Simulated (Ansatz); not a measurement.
# Ge (P6_3/mmc) in Ansatz: relaxation of cell and atoms with r2SCAN

Aim: the relaxation of cell and atoms of Ge with r2SCAN.

All numbers are computed with Ansatz 0.2.0; they aren't measurements. Logs are shortened: lines on timing, memory, paths and dates and some standing lists are left out, and cuts for length are marked.

## 1. Starting point

It takes space group P6_3/mmc (No. 194, hexagonal). Conventional cell: a = 4.003 Å, b = 4.003 Å, c = 13.157 Å, α = 90.00°, β = 90.00°, γ = 120.00°. Ge (site symmetry 3m) has 4 Ge at 2.45 to 2.47 Å as nearest neighbours. Around Ge (site symmetry 3m) lie 4 Ge at 2.45 Å.

This isn't the form of Ge at room conditions, which is diamond.

## 2. Relaxation of cell and atoms, r2SCAN

The input, input.yaml:

```yaml
crystal:
  lattice:
    - [4.0031158814, 0.0, 0.0]
    - [-2.0015579407, 3.4668000476, 0.0]
    - [0.0, 0.0, 13.15670686]
  atoms:
    - { symbol: Ge, position: [0.3333333333, 0.6666666667, 0.15594157] }
    - { symbol: Ge, position: [0.6666666667, 0.3333333333, 0.84405843] }
    - { symbol: Ge, position: [0.6666666667, 0.3333333333, 0.65594157] }
    - { symbol: Ge, position: [0.3333333333, 0.6666666667, 0.34405843] }
    - { symbol: Ge, position: [0.0, 0.0, 0.09314884] }
    - { symbol: Ge, position: [0.0, 0.0, 0.90685116] }
    - { symbol: Ge, position: [0.0, 0.0, 0.59314884] }
    - { symbol: Ge, position: [0.0, 0.0, 0.40685116] }
hamiltonian:
  xc: r2scan
  pseudopotentials: { kind: paw }
kpoints:
  mp_grid: { grid: [8, 8, 2] }
scf:
  occupations: { method: fermi_dirac, width: 0.05 }
output:
  forces: true
  stress: true
  eigenvalues: true
  write_density: true
  write_potential: true
  elf: true
  volumetric_format: npy
relax:
  f_tol: 0.01
  max_steps: 40
  cell: { stress_tol: 0.05 }
```

Potentials or basis: Ansatz PAW.

On the command line:

```bash
ansatz run input.yaml --threads 4 --pin off --max-ram 11264MiB --backend cpu --events-out ev --progress --plain --runs-dir out
```

Standard output:

```text
Warning: RAYON_NUM_THREADS=4 ignored (pool sized by the plan → 4); use --threads N
Engine: ansatz 0.2.0, x86_64-unknown-linux-gnu
Pseudopotentials: kind: paw
Pseudopotential: Ge, paw, valence charge 14, recommended cutoff 500 eV (meta_gga), Ge.paw.azcp
Functional definition: r2SCAN
  parameter k0 = 0.174
  parameter k1 = 0.065
  parameter a1 = 4.9479
  exchange = r2scan_x(k0 = k0, k1 = k1, a1 = a1)
  correlation = r2scan_c
Crystal: 8 atoms, lattice volume = 182.589 Å³
Basis set: ecut = 500 eV, 4673 PW (Γ), exchange–correlation on 120×120×384 points (64 copies of the dense FFT grid, shifted against one another)
Bands: 68, of which v1, the nominal top of the filled ones, is band 56 counted from 1 (55 counted from 0)
Symmetry: 24 space group operations
Space group: P63/mmc (ITA 194), of the structure as read, at distance tolerance 5.7e-5 Å
k-points: 20 of 128
Non-local potential: Ge, projectors of the file, l = 0: 2, l = 1: 2, l = 2: 3, l = 3: 1
PAW form: soft (Blöchl's): semilocal exchange-correlation on the pseudo side does not see the compensation charge
PAW frozen core: Ge, regenerated for the run's functional (the file was generated under x = pbe(κ = 0.804, μ = 0.2195149727645171), c = pbe(β = 0.06672455060314922))
PAW one-centre angular grid: Ge, 590 points (default); XC on 160 Gauss nodes
Initial density: superposition of atomic densities (neutral atoms: chi_scale 0, normalization atom), corrected by the library's trained network
Initial wavefunctions: pseudopotential atomic-orbital guess
Functional: x = r2scan, c = r2scan; τ floored in thin density (d = 2e-4 eV/Å³)
SCF iter   1: F=—  HF=-34423.137923 eV  |F-HF|=—  |Δ(HF+E_count)|=         —  Δρ=6.66e-3  dr2=2.67e-2  dr2_τ=1.77e-2  ethr=1.77e-3  ⟨swp⟩=6.1  Hψ=4812  notcnv=0  defer=11
preconditioner: auto → Resta (q_TF=auto, 2.515 Å⁻¹)  ε∞=2.5  [insulator: Δε(μ)=0.245 eV  Ē_g=23.531 eV  σ=0.050 eV  W_gap=0.84  n_scr=52 (ndim 8)  ℏωp=29.1 eV  f_vac=0.076  D(μ)=0.09/eV (n_scr^D=0)  ε∞_Penn≈2.5]
SCF iter   2: F=—  HF=-34423.174427 eV  |F-HF|=—  |Δ(HF+E_count)|=   3.65e-2  Δρ=1.55e-3  dr2=1.92e-3  dr2_τ=1.03e-4  ethr=2.39e-5  ⟨swp⟩=2.0  Hψ=2851  notcnv=0  defer=89
SCF iter   3: F=—  HF=-34423.174384 eV  |F-HF|=—  |Δ(HF+E_count)|=   4.35e-5  Δρ=1.16e-3  dr2=8.31e-4  dr2_τ=9.37e-6  ethr=1.71e-6  ⟨swp⟩=2.0  Hψ=2083  notcnv=0  defer=89
SCF iter   4: F=—  HF=-34423.174554 eV  |F-HF|=—  |Δ(HF+E_count)|=   1.70e-4  Δρ=6.26e-5  dr2=6.53e-6  dr2_τ=2.19e-7  ethr=7.42e-7  ⟨swp⟩=2.1  Hψ=1676  notcnv=0  defer=89
SCF iter   5: F=—  HF=-34423.174627 eV  |F-HF|=—  |Δ(HF+E_count)|=   7.30e-5  Δρ=1.83e-5  dr2=7.19e-7  dr2_τ=1.06e-8  ethr=5.83e-9  ⟨swp⟩=2.0  Hψ=2396  notcnv=0  defer=89
SCF iter   6: F=—  HF=-34423.174628 eV  |F-HF|=—  |Δ(HF+E_count)|=   2.66e-7  Δρ=6.71e-6  dr2=8.94e-8  dr2_τ=1.27e-9  ethr=8.93e-11  ⟨swp⟩=13.6  Hψ=9784  notcnv=0
SCF iter   7: F=-34423.174628 eV  HF=-34423.174628 eV  |F-HF|=3.78e-10  |Δ(HF+E_count)|=   2.90e-8  Δρ=1.03e-6  dr2=1.81e-9  dr2_τ=2.07e-11  ethr=7.98e-11  ⟨swp⟩=7.3  Hψ=7455  notcnv=0
SCF 1 converged in 7 iterations: F = -34423.174628 eV  dr2 = 1.81e-9
[... 31 lines left out ...]
SCF iter   3: F=—  HF=-34423.174716 eV  |F-HF|=—  |Δ(HF+E_count)|=  7.42e-10  Δρ=4.19e-7  dr2=2.68e-10  dr2_τ=7.12e-12  ethr=1.00e-12  ⟨swp⟩=2.0  Hψ=2480  notcnv=0
SCF iter   4: F=—  HF=-34423.174716 eV  |F-HF|=—  |Δ(HF+E_count)|=  1.02e-10  Δρ=2.16e-7  dr2=8.45e-11  dr2_τ=1.57e-12  ethr=1.00e-12  ⟨swp⟩=1.0  Hψ=1360  notcnv=0
SCF iter   5: F=-34423.174716 eV  HF=-34423.174716 eV  |F-HF|=2.91e-11  |Δ(HF+E_count)|=  2.91e-11  Δρ=9.71e-8  dr2=9.72e-12  dr2_τ=1.61e-13  ethr=1.00e-12  ⟨swp⟩=5.8  Hψ=5398  notcnv=0
SCF 4 converged in 5 iterations: F = -34423.174716 eV  dr2 = 9.72e-12
relax step   4: F+E_penalty+E_count = -34423.17471618 eV  Δ(F+E_penalty+E_count) = +2.782e-5 eV  max|allowed force component| = 7.643e-4 eV/Å  Δτ_max = 0.0000 Å  P = -0.005 GPa  Ω = 182.484 Å³  stress off target by 6.75e-3 GPa  SCF on the basis re-selected at this cell (its energy is not comparable with the rows above)  (5 SCF iters)
basis re-selected at this cell: Δ(F+E_penalty+E_count) = +2.782e-5 eV, ΔP = -0.000 GPa vs the last step (what re-selecting the basis moved, of the pressure what is left beyond the Pulay correction that the steps carried, after the strain that the cell walked since its last selection, with what the two solves' SCF thresholds leave and, on support functions, any second-order correction that the steps lacked; it is no measure of the basis error at this ecutwfc). This SCF's stress stands 6.75e-3 GPa from its target on what of the cell is left free (relax.cell.stress_tol is 5.00e-2 GPa) and its largest allowed force component is 7.64e-4 eV/Å (relax.f_tol is 1.00e-2 eV/Å): within both
SCF converged after 5 iterations
Free energy (F): -34423.174716 eV
Harris-Foulkes:  -34423.174716 eV  (|F-HF|=2.91e-11)
Internal energy: -34423.174015 eV  (E = F + TS)
E sigma→0 (E₀):  -34423.174365 eV
Entropy (-TS):   -0.000702 eV (-0.088 meV/atom)
Fermi energy:    8.505890 eV
--- Per-component energies (eV) ---
  E_band       = -1280.793438
  E_kinetic    = 887.988756
  E_local      = -19834.855841  (includes V_loc(G=0)·N_el)
  E_nonlocal   = 3360.188617
  E_hartree    = 8712.138029
  E_xc         = -552.736217
  E_vxc        = -543.139412  (∫ρ·V_xc dr)
  E_paw        = -16273.345306  (= ΣΔE_a)
  E_vpaw       = -2605.744815  (= ΣTr[D̂ρ^β])
  E_aug_tail   = 0.000146  (compensation charges beyond the density's cutoff)
  E_vtau       = 30.492663  (kinetic-family band-sum trace: ∫τ·v_τ [+ j·A + Jᵃ·Aᵃ] dr)
  E_ewald      = -10713.866073
  E_core_change = -8.686126  (= ΣΔE_core)
  E_smearing   = -0.000702  (= −TS)
  E_closure    = 0.000000  (closes the sum)
  Σ components = -34423.174716   (vs F -34423.174716, Δ=0.00e0)
--- Forces (eV/Å), atoms counted from 1 ---
  atom   1  Ge    -0.00000000     0.00000000     0.00050477
  atom   2  Ge    -0.00000000    -0.00000000    -0.00050477
  atom   3  Ge    -0.00000000    -0.00000000     0.00050477
  atom   4  Ge     0.00000000     0.00000000    -0.00050477
  atom   5  Ge    -0.00000000    -0.00000000    -0.00076426
  atom   6  Ge     0.00000000     0.00000000     0.00076426
  atom   7  Ge     0.00000000     0.00000000    -0.00076426
  atom   8  Ge    -0.00000000    -0.00000000     0.00076426
  max |Σ_I F_I| component: 3.24e-17 eV/Å
--- Stress (GPa, compression-positive) ---
       -0.003725       0.000000       0.000000
       -0.000000      -0.003725      -0.000000
        0.000000      -0.000000      -0.006747
  P = ⅓ Tr σ = -0.0047 GPa (-0.047 kbar)
--- Band table (eV; the first three rows and the last of 20) ---
  k-point 0: bands = ["-17.1619", "-17.1619", "-17.1526", "-17.1526", "-17.1477", "-17.1477", "-17.1336", "-17.1291", "-17.1291", "-17.1291", "-17.1138", "-17.1105", "-17.0953", "-17.0953", "-17.0687", "-17.0687", "-17.0639", "-17.0639", "-17.0457", "-17.0457", "-16.9097", "-16.9097", "-16.8999", "-16.8985", "-16.8985", "-16.8944", "-16.8944", "-16.8913", "-16.8907", "-16.8808", "-16.8776", "-16.8776", "-16.8573", "-16.8573", "-16.8424", "-16.8424", "-16.8393", "-16.8393", "-16.8309", "-16.8309", "-4.9687", "-4.2117", "-4.1844", "-2.8074", "0.4542", "3.4087", "3.4632", "6.7869", "6.7869", "7.3532", "7.3532", "7.4347", "7.4347", "8.2147", "8.3611", "8.3611", "8.6303", "8.7047", "9.1098", "9.4370", "10.8845", "10.8845", "11.1105", "11.7571", "11.7571", "12.3090", "12.3090", "12.7051"]
  k-point 1: bands = ["-17.1590", "-17.1590", "-17.1590", "-17.1590", "-17.1376", "-17.1376", "-17.1376", "-17.1376", "-17.1316", "-17.1316", "-17.1119", "-17.1119", "-17.0844", "-17.0844", "-17.0844", "-17.0844", "-17.0516", "-17.0516", "-17.0516", "-17.0516", "-16.9058", "-16.9058", "-16.9058", "-16.9058", "-16.8975", "-16.8975", "-16.8851", "-16.8851", "-16.8851", "-16.8851", "-16.8839", "-16.8839", "-16.8506", "-16.8506", "-16.8506", "-16.8506", "-16.8336", "-16.8336", "-16.8336", "-16.8336", "-4.7711", "-4.7711", "-3.3608", "-3.3608", "1.4112", "1.4112", "5.8940", "5.8940", "6.9455", "6.9455", "6.9455", "6.9455", "8.0026", "8.0026", "8.0026", "8.0026", "8.7843", "8.7843", "9.7748", "9.7748", "11.2913", "11.2913", "11.2913", "11.2913", "11.9743", "11.9743", "12.5383", "12.5383"]
  k-point 2: bands = ["-17.1730", "-17.1656", "-17.1564", "-17.1554", "-17.1554", "-17.1512", "-17.1395", "-17.1340", "-17.1301", "-17.1221", "-17.1131", "-17.0983", "-17.0875", "-17.0821", "-17.0598", "-17.0573", "-17.0569", "-17.0564", "-17.0351", "-17.0331", "-16.9333", "-16.9253", "-16.9235", "-16.9117", "-16.9086", "-16.9025", "-16.9010", "-16.8884", "-16.8874", "-16.8770", "-16.8685", "-16.8677", "-16.8663", "-16.8546", "-16.8395", "-16.8384", "-16.8366", "-16.8353", "-16.8245", "-16.8189", "-4.7917", "-4.0360", "-4.0095", "-2.6246", "0.4715", "3.2679", "3.3119", "5.3841", "6.1121", "6.1319", "6.4091", "6.4633", "7.0418", "7.0716", "7.8873", "8.0526", "9.7560", "9.9193", "10.0343", "10.5729", "11.1957", "11.3249", "11.3298", "11.7532", "12.2933", "12.4275", "12.7764", "12.7814"]
  k-point 19: bands = ["-17.1858", "-17.1858", "-17.1772", "-17.1772", "-17.1765", "-17.1765", "-17.1635", "-17.1635", "-17.0795", "-17.0795", "-17.0647", "-17.0647", "-17.0269", "-17.0269", "-17.0124", "-17.0124", "-17.0099", "-17.0099", "-16.9975", "-16.9975", "-16.9712", "-16.9712", "-16.9618", "-16.9618", "-16.9532", "-16.9532", "-16.9327", "-16.9327", "-16.9319", "-16.9319", "-16.9161", "-16.9161", "-16.8221", "-16.8221", "-16.8162", "-16.8162", "-16.8103", "-16.8103", "-16.8012", "-16.8012", "-2.1933", "-2.1933", "-1.6014", "-1.6014", "-0.0709", "-0.0709", "0.5057", "0.5057", "3.7169", "3.7169", "4.3271", "4.3271", "5.2252", "5.2252", "5.9081", "5.9081", "10.0678", "10.0678", "11.1931", "11.1931", "12.7311", "12.7311", "13.0606", "13.0606", "13.9840", "13.9840", "14.2426", "14.2426"]
--- Relaxed structure (3 steps of the walk, 3 accepted, 1 SCFs on fresh bases) ---
  F+E_penalty+E_count = -34423.17471618 eV   max|allowed force component| = 7.643e-4 eV/Å   (the final SCF, on the basis selected at the relaxed cell)
  cell:  # Å, volume = 182.4844 Å³
    - [4.0037360933162525, -2.8991631032968726e-33, 0.0]
    - [-2.0018680466581262, 3.4673371668605393, 0.0]
    - [0.0, 0.0, 13.14510700548206]
  atoms:
    - { symbol: Ge, position: [0.3333333333333333, 0.6666666666666667, 0.15587729088296057] }
    - { symbol: Ge, position: [0.6666666666666667, 0.33333333333333326, 0.8441227091170396] }
    - { symbol: Ge, position: [0.6666666666666667, 0.33333333333333326, 0.6558772908829605] }
    - { symbol: Ge, position: [0.3333333333333333, 0.6666666666666667, 0.34412270911703946] }
    - { symbol: Ge, position: [6.519153935701139e-35, 9.273389405429696e-35, 0.09319315090014842] }
    - { symbol: Ge, position: [-1.9798143905253122e-34, -2.9729820948764474e-34, 0.9068068490998515] }
    - { symbol: Ge, position: [-1.916394868743885e-34, -2.961408441952354e-34, 0.5931931509001485] }
    - { symbol: Ge, position: [6.118230837827186e-35, 9.273389405429696e-35, 0.40680684909985165] }
```

Run time: 18 s. Hardware: 4 threads of Intel Xeon 6975P-C (Granite Rapids), shared host; peak memory 1.1 GiB.

Results:

| Quantity | Value |
| --- | --- |
| Free energy | -34423.1747 eV |
| Relaxed volume | 22.81 Å³/atom |
| Relaxed cell | a = 4.004 Å, b = 4.004 Å, c = 13.145 Å, α = 90.00°, β = 90.00°, γ = 120.00° |
| Space group after relaxing (to 0.05 Å) | P6_3/mmc (No. 194) |
| Energy gained by relaxing | 0.0 meV/atom |
| Ionic steps | 4 |
| Pressure after relaxing | 0.0 GPa |
| Band gap on the k mesh | 0.27 eV, direct |

Final structure:
```yaml
crystal:
  lattice:
    - [4.00374, 0.00000, 0.00000]
    - [-2.00187, 3.46734, 0.00000]
    - [0.00000, 0.00000, 13.14511]
  atoms:
    - { symbol: Ge, position: [0.33333, 0.66667, 0.15588] }
    - { symbol: Ge, position: [0.66667, 0.33333, 0.84412] }
    - { symbol: Ge, position: [0.66667, 0.33333, 0.65588] }
    - { symbol: Ge, position: [0.33333, 0.66667, 0.34412] }
    - { symbol: Ge, position: [0.00000, 0.00000, 0.09319] }
    - { symbol: Ge, position: [0.00000, 0.00000, 0.90681] }
    - { symbol: Ge, position: [0.00000, 0.00000, 0.59319] }
    - { symbol: Ge, position: [0.00000, 0.00000, 0.40681] }
```

Caveat: the plane-wave basis is chosen anew once the cell has moved, so the energies of steps on either side of that aren't comparable; the PAW data sets come from PBE, with cores solved anew for the run's functional, which leaves a small shift of forces and pressure.
